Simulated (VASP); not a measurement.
Wanted: the native input for a VASP 6.6.1 run.

| Property | Result |
| --- | --- |
| Task | relaxation of cell and atoms |
| Functional | r2SCAN |
| Potentials or basis | VASP PAW PBE potentials, release 64 (Sn_d, Se) |
| Cutoff | 600 eV |
| k mesh | 9 × 9 × 5 |
| Occupations | gaussian, width 0.03 eV |
| Spin | no spin polarisation |
| Further INCAR settings | ALGO = Normal; EDIFF = 1e-07; IBRION = 2; EDIFFG = -0.005; NSW = 90; ISIF = 3 |

The structure of SnSe2 lies in POSCAR:

```
SnSe2                                   
1.0
    3.8425214528      0.0000000000      0.0000000000
   -1.9212607264      3.3277211927      0.0000000000
   -0.0000000000     -0.0000000000      6.5365189161
  Sn              Se            
     1     2
Direct
     1.0000000000000000    0.0000000000000000    0.0000000000000000
     0.3333333332999970    0.6666666667000030    0.2408219348309476
     0.6666666667000030    0.3333333332999970    0.7591780651690524
```

These files were run (other wordings do the same):

INCAR

```
PREC = Accurate
ENCUT = 600
EDIFF = 1E-7
ISMEAR = 0
SIGMA = 0.03
LREAL = False
LASPH = True
NELM = 80
ALGO = Normal
ISIF = 3
LWAVE = False
LCHARG = False
METAGGA = R2SCAN
LMIXTAU = True
IBRION = 2
NSW = 90
EDIFFG = -0.005
KPAR = 2
```

KPOINTS

```
Automatic mesh
0
Gamma
  9 9 5
```

Potentials or basis: VASP PAW PBE potentials, release 64 (Sn_d, Se).

Command:

```bash
$ cat potpaw_PBE.64/Sn_d/POTCAR potpaw_PBE.64/Se/POTCAR > POTCAR
$ mpirun -np 2 vasp_std > vasp.out
```

It gave:

```json
{
 "Pressure after relaxing": "0.0 GPa",
 "Largest force after relaxing": "0.004 eV/Å",
 "Band gap on the k mesh": "1.04 eV, indirect (least direct gap 1.48 eV)"
}
```

Caveat: the relaxation stopped at its first step, so nothing moved; the PAW data sets were made with another functional, which shifts forces and pressure a little; spin-orbit coupling is left out, which moves the levels of the heavy elements; an odd mesh through Γ misses points on the zone boundary, where band edges often lie.

It took 3.8 min on 2 MPI ranks on AMD EPYC 7R13 Processor (Zen 3) (shared host), peak memory 0.27 GiB a rank.
